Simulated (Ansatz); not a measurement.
KI (started from an entry of an open crystallographic database), relaxed with r2SCAN: 5 runs in Ansatz 0.2.0, each a calculation of independent-particle optics. It is cubic, Fm-3m (No. 225); a = 7.089 Å in the conventional setting, 44.53 Å³ an atom. K is surrounded by 6 I at 3.54 Å; I is surrounded by 6 K at 3.54 Å. Spin-unpolarised throughout; all numbers are computed.

```xyz
2
Lattice="0.0000 3.5446 3.5446 3.5446 0.0000 3.5446 3.5446 3.5446 0.0000" Properties=species:S:1:pos:R:3 pbc="T T T"
K     0.0000    0.0000    0.0000
I     3.5446    3.5446    3.5446
```

On meshes this coarse, single peaks can be features of the mesh. No local fields, no excitons; the zone sum runs over the cells of the mesh, and ε∞ includes the bands left out of the spectrum. Up to four peaks are listed, those above 15 % of the tallest and inside the complete range; the four can differ from row to row. Rows marked drawn have settings drawn at random (some not listed).

```
functional  k mesh  broadening (eV)  scissors (eV)  range (eV)  settings  direct gap on the mesh before scissors (eV)  ε∞ xx  ε∞ yy  ε∞ zz  complete up to (eV)  tallest peaks of mean ε₂ (eV)
       PBE   6×6×6              0.1           0.00        0–18    chosen                                         3.94   3.22   3.22   3.22                 18.0            5.95 6.15 7.70 8.55
    r2SCAN   6×6×6              0.1           0.00        0–18    chosen                                         4.59   2.99   2.99   2.99                 18.0            6.45 6.90 8.40 9.20
       PBE   4×4×4              0.4           0.30         0–6     drawn                                         3.94   3.15   3.15   3.15                  6.0                           none
    r2SCAN   4×4×4             0.25           0.60      0.5–15     drawn                                         4.58   2.86   2.86   2.86                 15.0          7.30 9.00 12.20 14.20
```

Problem. Estimate from these rows what the further settings give.

| functional | k mesh | broadening (eV) | scissors (eV) | range (eV) | settings |
| --- | --- | --- | --- | --- | --- |
| PBE | 6×6×6 | 0.1 | 1.00 (to HSE06) | 0–18 | chosen |

Solution.
```csv
functional,k mesh,broadening (eV),scissors (eV),range (eV),settings,direct gap on the mesh before scissors (eV),ε∞ xx,ε∞ yy,ε∞ zz,complete up to (eV),tallest peaks of mean ε₂ (eV)
PBE,6×6×6,0.1,1.00 (to HSE06),0–18,chosen,3.94,2.97,2.97,2.97,18.0,6.95 7.15 8.70 9.55
```

No spin-orbit coupling is included; it can move band edges with weight on the heavy atoms by tenths of an eV.
